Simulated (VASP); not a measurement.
# PtS2: relaxation of cell and atoms with PW91

Crystal: PtS2.

```
CELL_PARAMETERS angstrom
3.54320 0.00000 0.00000
-1.77160 3.06850 0.00000
0.00000 0.00000 5.03880
ATOMIC_POSITIONS crystal
Pt 0.00000 0.00000 0.00000
S 0.66667 0.33333 0.77300
S 0.33333 0.66667 0.22700
```

```
Program                : VASP 6.6.1
Task                   : relaxation of cell and atoms
Functional             : PW91
Potentials or basis    : VASP PAW PBE potentials, release 64 (Pt, S)
Cutoff                 : 600 eV
k mesh                 : 9 × 9 × 5
Occupations            : fermi-dirac, width 0.05 eV
Spin                   : no spin polarisation
Further INCAR settings : ALGO = Normal; EDIFF = 1e-06; IBRION = 2; EDIFFG = -0.02; NSW = 40; ISIF = 3
```

```yaml
Relaxed_volume: 23.66 Å³/atom
Relaxed_cell: a = 3.581 Å, b = 3.581 Å, c = 6.390 Å, α = 90.00°, β = 90.00°, γ = 120.00°
Space_group_after_relaxing_to_0.05_Å: P-3m1 (No. 164)
Energy_gained_by_relaxing: 68.6 meV/atom
Ionic_steps: 22
Pressure_after_relaxing: 0.0 GPa
Largest_force_after_relaxing: 0.009 eV/Å
Band_gap_on_the_k_mesh: 1.54 eV, indirect (least direct gap 1.56 eV)
```

Forces on the atoms (eV/Å):
```
Pt   0.000  0.000  0.000
S    0.000  0.000 -0.009
S    0.000  0.000  0.009
```

Stress tensor (GPa, compression positive):
```
-0.02  0.00  0.00
 0.00 -0.02  0.00
 0.00  0.00  0.06
```

Step by step:
```csv
step,energy change (eV),largest force (eV/Å),pressure (GPa),volume (Å³)
1,0.0000,1.3406,12.10,54.78
2,0.2843,1.4671,-13.33,66.46
3,-0.1656,0.0363,-0.53,58.77
4,-0.1659,0.0792,-0.12,58.61
5,-0.1659,0.1009,0.07,58.53
6,-0.1728,0.0199,0.16,58.58
7,-0.1767,0.1088,0.29,58.63
8,-0.1785,0.1317,0.02,58.99
9,-0.1822,0.1966,-0.73,60.05
10,-0.1832,0.3170,-2.07,62.20
11,-0.1839,0.2631,-1.54,61.28
12,-0.1842,0.2610,-1.51,61.32
13,-0.1850,0.2547,-1.46,61.41
14,-0.1865,0.2411,-1.36,61.60
15,-0.1894,0.2141,-1.17,61.98
16,-0.1943,0.1547,-0.75,62.73
17,-0.2004,0.0199,0.17,64.21
18,-0.1941,0.3167,2.43,67.12
19,-0.2008,0.1152,1.04,65.19
20,-0.2029,0.0842,0.75,66.38
21,-0.2056,0.0270,0.17,69.75
22,-0.2059,0.0095,0.00,70.98
```

Final structure:
```yaml
crystal:
  lattice:
    - [3.58122, 0.00000, 0.00000]
    - [-1.79061, 3.10143, 0.00000]
    - [0.00000, 0.00000, 6.39021]
  atoms:
    - { symbol: Pt, position: [0.00000, 0.00000, 0.00000] }
    - { symbol: S, position: [0.66667, 0.33333, 0.80772] }
    - { symbol: S, position: [0.33333, 0.66667, 0.19228] }
```

Levels at points of the mesh, in eV from the valence-band top:
| k point | band 9 | band 10 | band 11 | band 12 | band 13 | band 14 |
| --- | --- | --- | --- | --- | --- | --- |
| (0.00, 0.00, 0.00) | -0.40 | -0.40 | -0.37 | 3.03 | 3.03 | 5.36 |

It took 4.9 min on 1 thread of Intel(R) Xeon(R) 6975P-C (Granite Rapids), on a shared host, peak memory 0.22 GiB.

Caveat: the volume moved by over 15 % at a fixed basis, so the end points are rough; the PAW data sets were made with another functional, which shifts forces and pressure a little; spin-orbit coupling is left out, which moves the levels of the heavy elements; an odd mesh through Γ misses points on the zone boundary, where band edges often lie; this functional lacks dispersion, which binds the layers, so the pressure and a relaxed spacing across them are unreliable, and here the layers came unbound; the volume moved by +30 % from the deposited cell, more than functionals usually miss. Zero-point motion and thermal expansion aren't in these numbers.
